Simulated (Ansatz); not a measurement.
# HgSe: the cost of one run

Computed with Ansatz 0.2.0 (reference: DFT, r2SCAN, plane waves, PAW, unless a step's input says otherwise).

1 further run of the same task is left out (it didn't finish).

## 1. The structure to begin with

Symmetry: F-43m, No. 216, cubic system. Conventional cell: a = 6.185 Å, b = 6.185 Å, c = 6.185 Å, α = 90.00°, β = 90.00°, γ = 90.00°. Around Hg (site symmetry -43m) lie 4 Se at 2.68 Å. Around Se (site symmetry -43m) lie 4 Hg at 2.68 Å.

Coordinates:

```
CELL_PARAMETERS angstrom
0.00000 3.09267 3.09267
3.09267 0.00000 3.09267
3.09267 3.09267 0.00000
ATOMIC_POSITIONS crystal
Hg 0.00000 0.00000 0.00000
Se 0.25000 0.25000 0.25000
```

## 2. Reference

Contents of input.yaml:

```yaml
crystal:
  lattice:
    - [0.0, 3.0926746572, 3.0926746572]
    - [3.0926746572, 0.0, 3.0926746572]
    - [3.0926746572, 3.0926746572, 0.0]
  atoms:
    - { symbol: Hg, position: [0.0, 0.0, 0.0] }
    - { symbol: Se, position: [0.25, 0.25, 0.25] }
kpoints:
  mp_grid: { grid: [6, 6, 6] }
hamiltonian:
  xc: r2scan
scf:
  occupations: { method: fermi_dirac, width: 0.02 }
  n_extra_bands: 4
output:
  forces: true
  stress: true
  eigenvalues: true
```

Run with:

```bash
ansatz run input.yaml --threads 4 --pin off --max-ram 3686MiB --backend cpu --events-out ev --progress --plain --runs-dir out
```

**Question.** How long does this run take on 4 threads of Arm Neoverse N1, shared host, and how much memory does it need?

About 2.6 s, with a peak of 0.48 GiB.
